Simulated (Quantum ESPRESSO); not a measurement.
# MnS (Browneite): energy over the lowest, antiferro q=(0,1/2,1/2) +- against volume, fitted and tested on a withheld row

System: MnS (Browneite), 1 Mn and 1 S in the cell, space group F-43m. From the study “MnS (Browneite): orders under volume”.

Method: PBE with U = 4 eV on Mn d; plane waves with GBRV 1.5 PBE potentials (Quantum ESPRESSO 7.5). Settings shared by all rows: cutoff 544.23 eV, fermi-dirac occupations, smearing width 0.05 eV.

The table, with one value held back:

```csv
volume (factor),"energy over the lowest, antiferro q=(0,1/2,1/2) +- (meV an atom)"
0.92,85.37
0.96,?
1,13.00
1.04,0.36
1.08,0.00
```

Q: Fit the rows given and predict the energy over the lowest, antiferro q=(0,1/2,1/2) +- at volume = 0.96 factor.

**Law.** Energy against volume follows the Birch–Murnaghan form, which is a polynomial in the Eulerian strain: second order (which fixes B′ at 4), a parabola in t = (V/1)^(−2/3) − 1. In symbols, E = c0 + c1 t + c2 t², with energy over the lowest, antiferro q=(0,1/2,1/2) +- in meV an atom.

**Fit.** Least squares on 4 rows gives c0 = 12.9716, c1 = 729.575 and c2 = 9395.27.

```csv
volume (factor),t,computed,fit,computed − fit
0.92,0.057162,85.37,85.374,-0.004
1,0,13.00,12.972,0.028
1.04,-0.025808,0.36,0.400,-0.040
1.08,-0.050013,0.00,-0.016,0.016
```

The slope vanishes at t = -0.03883, so the minimum lies at V = 1 × (1 + t)^(−3/2) = 1.061. That is the minimum of this magnetic state alone.

**Prediction.** At volume = 0.96 factor, t = 0.027588, so the law predicts 40.250 meV an atom. The computed value is 40.30 meV an atom, 0.050 above the prediction. The row lies between fitted rows, so this is an interpolation.

[Logs and program files are shortened in this print: banners, set-up blocks, solver, clock and traceback lines can be left out without a mark of their own.]

[Logs are printed without paths, hosts, clocks, repeated set-up lines and the standing remarks that a program may print on its own settings, such as how far it seeks lower states.]

[Hosts, paths, dates, database ids (printed as entryN), source tags and the programs' standing remarks are cut or masked in the printed files.]

[Where a cell is said to come from a database of computed structures, the database is the Materials Project.]
